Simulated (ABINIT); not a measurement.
# Nb (Im-3m) in ABINIT: a series of runs

One crystal, Nb, is run at these levels: PBE; tasks: equation of state.

All numbers are computed with ABINIT 10.8.3 (patched build); they aren't measurements. Logs are shortened: lines on timing, memory, paths and dates and some standing lists are left out, and cuts for length are marked. The log counts tension as positive stress, the text compression.

**Experimental background.**

“Pressure effects on the electronic structure and superconductivity of (TaNb)0.67(HfZrTi)0.33 high entropy alloy”, 2019, arxiv:1910.08312 quotes, for a bulk crystal of Nb: bulk modulus 169 GPa.

How close the calculation comes is told below.

**1. Starting point**

The structure is cubic, space group Im-3m (No. 229). Conventional cell: a = 3.328 Å, b = 3.328 Å, c = 3.328 Å, α = 90.00°, β = 90.00°, γ = 90.00°. Nb (site symmetry m-3m) is surrounded by 8 Nb at 2.88 Å.

**2. Equation of state, PBE**

run.abi reads:

```
ndtset 7
getwfk -1
scalecart1 3*0.9795861087
scalecart2 3*0.9864848297
scalecart3 3*0.9932883884
scalecart4 3*1.0000000000
scalecart5 3*1.0066227096
scalecart6 3*1.0131594038
scalecart7 3*1.0196128224

pp_dirpath "./"
pseudos "Nb.upf"

acell 5.4462775076 5.4462775076 5.4462775076
rprim
    -0.5773502692     0.5773502692     0.5773502692
     0.5773502692    -0.5773502692     0.5773502692
     0.5773502692     0.5773502692    -0.5773502692
ntypat 1
znucl 41
natom 1
typat 1
xred
     0.0000000000     0.0000000000     0.0000000000

ecut 41.0

kptopt 1
ngkpt 11 11 11
nshiftk 1
shiftk 0.0 0.0 0.0

ixc 11

nband 11
occopt 3
tsmear 0.05 eV

nstep 100
tolvrs 1.0e-10

iomode 3
prtwf 1
prtden 0
prteig 0
prtebands 0
```

Potentials or basis: PseudoDojo NC SR PBE v0.4 stringent.

On the command line:

```bash
$ abinit run.abi > log 2>&1
```

run.abo:

```text
.Version 10.8.3 of ABINIT
 DATASET    1 : space group Im -3 m (#229); Bravais cI (body-center cubic)
================================================================================
 Values of the parameters that define the memory need for DATASET  1.
     intxc =       0    ionmov =       0      iscf =       7    lmnmax =       6
     lnmax =       6     mgfft =      32  mpssoang =       3    mqgrid =    3001
     natom =       1  nloc_mem =       1    nspden =       1   nspinor =       1
    nsppol =       1      nsym =      48    n1xccc =    2501    ntypat =       1
    occopt =       3   xclevel =       2
       mpw =        1490          nfft =       32768          nkpt =          56
================================================================================
================================================================================
[... 61 lines left out ...]
 DATASET    7 : space group Im -3 m (#229); Bravais cI (body-center cubic)
================================================================================
 Values of the parameters that define the memory need for DATASET  7.
     intxc =       0    ionmov =       0      iscf =       7    lmnmax =       6
     lnmax =       6     mgfft =      32  mpssoang =       3    mqgrid =    3001
     natom =       1  nloc_mem =       1    nspden =       1   nspinor =       1
    nsppol =       1      nsym =      48    n1xccc =    2501    ntypat =       1
    occopt =       3   xclevel =       2
       mpw =        1674          nfft =       32768          nkpt =          56
================================================================================
================================================================================

--------------------------------------------------------------------------------
------------- Echo of variables that govern the present computation ------------
--------------------------------------------------------------------------------
 -outvars: echo values of preprocessed input variables --------
            acell      5.4462775076E+00  5.4462775076E+00  5.4462775076E+00 Bohr
              amu      9.29063800E+01
             ecut      4.10000000E+01 Hartree
           getwfk          -1
                       outvar_i_n : Printing only first  50 k-points.
              ixc          11
           jdtset        1    2    3    4    5    6    7
                       outvar_i_n : Printing only first  50 k-points.
         kptrlatt       11    0    0      0   11    0      0    0   11
          kptrlen1     5.86860757E+01
          kptrlen2     5.90993715E+01
          kptrlen3     5.95069663E+01
          kptrlen4     5.99090526E+01
          kptrlen5     6.03058128E+01
          kptrlen6     6.06974200E+01
          kptrlen7     6.10840382E+01
            natom           1
            nband          11
[... 27 lines left out ...]
                       5.8494785453E-01 -5.8494785453E-01  5.8494785453E-01
                       5.8494785453E-01  5.8494785453E-01 -5.8494785453E-01
            rprim7    -5.8867373749E-01  5.8867373749E-01  5.8867373749E-01
                       5.8867373749E-01 -5.8867373749E-01  5.8867373749E-01
                       5.8867373749E-01  5.8867373749E-01 -5.8867373749E-01
          spgroup         229
           tolvrs      1.00000000E-10
           tsmear      1.83746611E-03 Hartree
            typat      1
                       outvars : Printing only first  50 k-points.
            znucl       41.00000

================================================================================

 chkinp: Checking input parameters for consistency, jdtset=   1.

 chkinp: Checking input parameters for consistency, jdtset=   2.
[... 33 lines left out ...]
 getcut: wavevector=  0.0000  0.0000  0.0000  ngfft=  32  32  32
         ecut(hartree)=     41.000   => boxcut(ratio)=   2.08293

--- Pseudopotential description ------------------------------------------------
- pspini: atom type   1  psp file is ./Nb.upf
12 -101130 2 -1 1680                          pspcod,pspxc,lmax,lloc,mmax
     nproj     2     2     2

   2.04165821E+02                                ecore*ucvol(ha*bohr**3)
--------------------------------------------------------------------------------

================================================================================

--- !BeginCycle
iteration_state: {dtset: 1, }
solver: {iscf: 7, nstep: 100, nline: 4, wfoptalg: 0, }
tolerances: {tolvrs: 1.00E-10, }
...
[... 953 lines left out ...]
-Cartesian components of stress tensor (GPa)         [Pressure= -1.0597E+01 GPa]
- sigma(1 1)=  1.05966346E+01  sigma(3 2)=  0.00000000E+00
- sigma(2 2)=  1.05966346E+01  sigma(3 1)=  0.00000000E+00
- sigma(3 3)=  1.05966346E+01  sigma(2 1)=  0.00000000E+00

== END DATASET(S) ==============================================================
================================================================================

 -outvars: echo values of variables after computation  --------
            acell      5.4462775076E+00  5.4462775076E+00  5.4462775076E+00 Bohr
           etotal1    -6.2285046646E+01
           etotal2    -6.2285670352E+01
           etotal3    -6.2285962925E+01
           etotal4    -6.2285949809E+01
           etotal5    -6.2285656429E+01
           etotal6    -6.2285106790E+01
           etotal7    -6.2284324043E+01
            fcart1    -0.0000000000E+00 -0.0000000000E+00 -0.0000000000E+00
            fcart2    -0.0000000000E+00 -0.0000000000E+00 -0.0000000000E+00
            fcart3    -0.0000000000E+00 -0.0000000000E+00 -0.0000000000E+00
            fcart4    -0.0000000000E+00 -0.0000000000E+00 -0.0000000000E+00
            fcart5    -0.0000000000E+00 -0.0000000000E+00 -0.0000000000E+00
            fcart6    -0.0000000000E+00 -0.0000000000E+00 -0.0000000000E+00
            fcart7    -0.0000000000E+00 -0.0000000000E+00 -0.0000000000E+00
            rprim1    -5.6556430356E-01  5.6556430356E-01  5.6556430356E-01
                       5.6556430356E-01 -5.6556430356E-01  5.6556430356E-01
                       5.6556430356E-01  5.6556430356E-01 -5.6556430356E-01
[... 17 lines left out ...]
                       5.8867373749E-01  5.8867373749E-01 -5.8867373749E-01
           strten1    -3.1927027502E-04 -3.1927027502E-04 -3.1927027502E-04
                       0.0000000000E+00  0.0000000000E+00  0.0000000000E+00
           strten2    -1.8063069037E-04 -1.8063069037E-04 -1.8063069037E-04
                       0.0000000000E+00  0.0000000000E+00  0.0000000000E+00
           strten3    -5.2753877127E-05 -5.2753877127E-05 -5.2753877127E-05
                       0.0000000000E+00  0.0000000000E+00  0.0000000000E+00
           strten4     6.4991425583E-05  6.4991425583E-05  6.4991425583E-05
                       0.0000000000E+00  0.0000000000E+00  0.0000000000E+00
           strten5     1.7279339700E-04  1.7279339700E-04  1.7279339700E-04
                       0.0000000000E+00  0.0000000000E+00  0.0000000000E+00
           strten6     2.7101905036E-04  2.7101905036E-04  2.7101905036E-04
                       0.0000000000E+00  0.0000000000E+00  0.0000000000E+00
           strten7     3.6017228955E-04  3.6017228955E-04  3.6017228955E-04
                       0.0000000000E+00  0.0000000000E+00  0.0000000000E+00
 Calculation completed.
```

It took 1.9 min on 1 thread of Arm Neoverse V1, shared host; peak memory 0.11 GiB.

Results:

| Quantity | Value |
| --- | --- |
| Equilibrium volume | 18.23 Å³/atom |
| Bulk modulus | 171 GPa |
| Pressure derivative of the bulk modulus | 3.3 |

Energy against volume, from the lowest point:
| volume (Å³/atom) | energy (meV/atom) |
| --- | --- |
| 17.322 | 24.93 |
| 17.691 | 7.96 |
| 18.060 | 0.00 |
| 18.428 | 0.36 |
| 18.797 | 8.34 |
| 19.165 | 23.30 |
| 19.534 | 44.60 |

Caveat: pressures at fixed basis lie under the slope of the energies.

**3. Equation of state, PBE**

run.abi is that of step 2.

Potentials or basis: PseudoDojo NC SR PBE v0.5 standard.

On the command line:

```bash
$ abinit run.abi > log 2>&1
```

It took 1.9 min on 1 thread of Arm Neoverse V1, shared host; peak memory 0.11 GiB.

Results (log left out):

- Equilibrium volume: 18.23 Å³/atom
- Bulk modulus: 171 GPa
- Pressure derivative of the bulk modulus: 3.3

Energy against volume, from the lowest point:
| volume (Å³/atom) | energy (meV/atom) |
| --- | --- |
| 17.322 | 24.93 |
| 17.691 | 7.96 |
| 18.060 | 0.00 |
| 18.428 | 0.36 |
| 18.797 | 8.34 |
| 19.165 | 23.30 |
| 19.534 | 44.60 |

Caveat: pressures at fixed basis lie under the slope of the energies.

**4. Comparison with measurements**

Step 2. Measured bulk modulus of Nb: 169 GPa (quoted in “Pressure effects on the electronic structure and superconductivity of (TaNb)0.67(HfZrTi)0.33 high entropy alloy”, 2019, arxiv:1910.08312). This calculation gives 171 GPa (+1.4 %). The fit is for a static lattice scaled at fixed shape and fixed fractional positions.

Step 3. A measured bulk modulus of Nb is 169 GPa (quoted in “Pressure effects on the electronic structure and superconductivity of (TaNb)0.67(HfZrTi)0.33 high entropy alloy”, 2019, arxiv:1910.08312); the calculated 171 GPa misses it by +1.4 %. The fit is for a static lattice scaled at fixed shape and fixed fractional positions.
